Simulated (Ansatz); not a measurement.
This is a one-shot G0W0 calculation with the PAW code Ansatz on GaN (F-43m) from a database of computed structures; the level of theory is G0W0@PBE with 36 empty bands, a screening cutoff of 80 eV and an 8×8×8 mesh. Cell and atoms come from a relaxation with r2SCAN.

```yaml
crystal:
  lattice:
    - [0.0, 2.248952631, 2.248952631]
    - [2.248952631, 0.0, 2.248952631]
    - [2.248952631, 2.248952631, 0.0]
  atoms:
    - { symbol: Ga, position: [0.0, 0.0, 0.0] }
    - { symbol: "N", position: [0.75, 0.75, 0.75] }
kpoints:
  mp_grid: { grid: [8, 8, 8] }
hamiltonian:
  xc: pbe
scf:
  occupations: { method: fixed }
gw:
  n_empty_bands: 36
  ecut_chi: 80
  qp_bands: [v2, c2]
  qp_kpoints: band_edges
  screening: { model: contour_deformation }
```

The output follows, shortened, with numbered blanks.
```
Functional definition: PBE
Crystal: 2 atoms, lattice volume = 22.749 Å³
Basis set: ecut = 420 eV, 459 PW (Γ)
Bands: 13, of which v1, the nominal top of the filled ones, is band 9 counted from 1 (8 counted from 0)
Symmetry: 24 space group operations
Space group: F-43m (ITA 216)
[1]
preconditioner: auto → none  [insulator: Δε(μ)=1.753 eV  ℏωp=33.0 eV]
SCF 1 converged in 6 iterations: F = -4167.892962 eV  dr2 = 3.61e-10
Free energy (F): -4167.892962 eV
Fermi energy:    9.742883 eV
--- G₀W₀: contour deformation, 6 samples at zero and on the imaginary axis and 4 off it, 512 q-points, 36 empty bands' worth ---
    ik  band        ε_KS         Σx   Σc(E_QP)       V_xc       Z   E_QP_lin       E_QP  E_QP is
     0     8      9.7429   -23.8979     3.2976   -20.3102  0.7749     9.4517     9.4528  root
     0     9      9.7429   -23.8979     3.2976   -20.3102  0.7749     9.4517     9.4528  root
     0    10     11.4984   -11.5969    -3.3525   -15.7189  0.8093    12.2744    12.2679  root
     0    11     20.0921    -7.8879    -5.0694   -13.9171  0.7980    21.0693    21.0519  root
     1     8      9.5802   -23.7286     3.3419   -20.0741  0.7743     9.2663     9.2676  root
     1     9      9.5802   -23.7286     3.3419   -20.0741  0.7743     9.2663     9.2676  root
     1    10     12.6450   -12.2136    -3.3174   -16.3927  0.8003    13.5159    13.5066  root
     1    11     19.3845    -8.0985    -5.0388   -14.1152  0.7954    20.3809    20.3625  root
     2     8      9.2190   -23.3635     3.4341   -19.5761  0.7727     8.8639     8.8656  root
     2     9      9.2190   -23.3635     3.4341   -19.5761  0.7727     8.8639     8.8656  root
     2    10     13.8383   -10.9334    -3.9889   -15.8835  0.8000    14.8134    14.7994  root
     2    11     18.5615    -8.7086    -5.0904   -14.8367  0.7817    19.6208    19.5990  root
     3     8      8.8939   -23.0282     3.5085   -19.1381  0.7712     8.5103     8.5124  root
     3     9      8.8939   -23.0282     3.5085   -19.1381  0.7712     8.5103     8.5124  root
     3    10     14.3420  [2]
     3    11     18.4265  [3]
     4     8      8.7685   -22.8921     3.5358   -18.9651  0.7706     8.3751     8.3773  root
     4     9      8.7685   -22.8921     3.5358   -18.9651  0.7706     8.3751     8.3773  root
     4    10     14.4227   -10.1363    -4.2289   -15.2857  0.8123    15.3555    15.3431  root
     4    11     18.4942  [4]
     5     8      9.2637   -23.4162     3.3995   -19.6544  0.7732     8.8995     8.9013  root
     5     9      9.2637   -23.4162     3.3995   -19.6544  0.7732     8.8995     8.9013  root
     5    10     13.0122   -12.3965    -3.3336   -16.6282  0.7966    13.9208    13.9102  root
     5    11     18.8876    -8.0661    -4.9168   -13.9289  0.8043    19.8507    19.8336  root
    11     8      8.7133   -22.8278     3.4759   -18.9182  0.7711     8.2767     8.2795  root
    11     9      9.5336   -23.6700     3.3689   -19.9906  0.7739     9.2218     9.2231  root
    11    10     13.6919   -11.7141    -3.7624   -16.4564  0.7944    14.6864    14.6718  root
    11    11     18.7829    -8.6820    -4.9622   -14.6625  0.7954    19.8227    19.8012  root
    13     8      7.5406   -21.8793     3.7036   -17.6323  0.7634     6.9916     6.9971  root
    13     9      7.8550   -22.0777     3.6933   -17.8804  0.7653     7.3466     7.3510  root
    13    10     14.6143    -9.1770    -4.1482   -14.0127  0.8039    15.3088    15.3018  root
    13    11     17.1240   -10.4265    -4.7682   -16.4027  0.7946    18.3592    18.3319  root
    17     8      7.3603   -21.5954     3.7860   -17.2705  0.7616     6.8161     6.8214  root
    17     9      7.3603   -21.5954     3.7860   -17.2705  0.7616     6.8161     6.8214  root
    17    10     13.6525    -8.5951    -3.9288   -12.9665  0.8174    14.0975    14.0951  root
    17    11     16.6432   -10.0870    -4.5880   -15.7580  0.8054    17.7463    17.7262  root
  […]
```

The points are ik 0 = (0, 0, 0) (Γ), ik 1 = (0, 0, 1/8), ik 2 = (0, 0, 1/4), ik 3 = (0, 0, 3/8), ik 4 = (0, 0, -1/2), ik 5 = (0, 1/8, 1/8), ik 11 = (0, 1/8, -1/8), ik 13 = (0, 1/4, 3/8), ik 17 = (0, 3/8, 3/8), ik 20 = (0, -1/2, -1/2), ik 23 = (1/8, 1/4, -3/8), ik 28 = (1/4, -1/2, -1/4); band 9 is the last filled one.

Question: Give the withheld lines. They hold quasiparticle rows, the count of irreducible k points.

Answer:
```
[1]
k-points: 29 of 512 (time reversal used)
[2]
     3    10     14.3420   -10.2425    -4.2177   -15.3992  0.8083    15.2942    15.2810  root
[3]
     3    11     18.4265    -9.0074    -5.3572   -15.4289  0.7635    19.5208    19.4909  root
[4]
     4    11     18.4942    -8.9800    -5.5053   -15.5332  0.7505    19.5671    19.5420  root
```
The trailing digits, and the zero of the energies, depend on the potentials and thresholds.

Over the mesh points the PBE gap of 1.76 eV becomes a quasiparticle gap of 2.82 eV (direct at Γ), a change of +1.06 eV. Renormalisation factors Z lie between 0.75 and 0.82. G0W0 here is at a finite number of bands, screening cutoff and k mesh, not at the basis limit.

Command: `ansatz run input.yaml --threads 2 --pin off --max-ram 3686MiB --backend cpu --events-out ev --progress --plain --runs-dir out`.

Question: What wall time did it need on 2 threads of Intel(R) Xeon(R) Platinum 8259CL CPU @ 2.50GHz (Skylake/Cascade Lake) (shared host), and what peak of host memory did it reach?

Answer: About 38 s, with a peak of 0.35 GiB.

Calculated for a static, non-magnetic cell.

With a shallow d shell on the cation, G0W0 converges slowly in bands and cutoff, so these values are in doubt.
